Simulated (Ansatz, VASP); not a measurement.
Two plane-wave programs on Rb

```
CELL_PARAMETERS angstrom
4.92022 -3.12261 0.00000
4.92022 3.12261 0.00000
-3.57882 0.00000 6.82619
ATOMIC_POSITIONS crystal
Rb 0.06400 0.06400 0.15300
Rb 0.93600 0.93600 0.84700
```

Alike in both runs: task single point; functional PBE; k mesh 4 × 4 × 4; occupations gaussian, width 0.1 eV; no spin polarisation.

|  | VASP | Ansatz |
| --- | --- | --- |
| version | VASP 6.6.1 | Ansatz 0.2.0 |
| potentials or method | VASP PAW PBE potentials, release 64 (Rb_sv) | scalar-relativistic, plane waves, PAW |
| plane-wave cutoff (eV) | 520 | 420 |
| valence electrons in the cell | 18 | 18 |

Ansatz gave:

| Quantity | Value |
| --- | --- |
| gap on the k mesh at the Fermi level (eV) | none |
| pressure (GPa) | 9.0 |
| largest component of the traceless stress (GPa) | 19.49 |
| rms of the force components (eV/Å) | 10.505 |

**Question.** Estimate VASP's values.

**Answer.** gap on the k mesh at the Fermi level (eV): none; pressure (GPa): 9.5; largest component of the traceless stress (GPa): 20.54; rms of the force components (eV/Å): 11.076.

Atom by atom the forces differ by 0.571 eV/Å (rms over components). A gap of «none» marks a metal or a gap that the smearing closes.

Caveats: forces of over 1 eV/Å show positions far from the minimum, so gaps and moduli don't describe the material at rest.
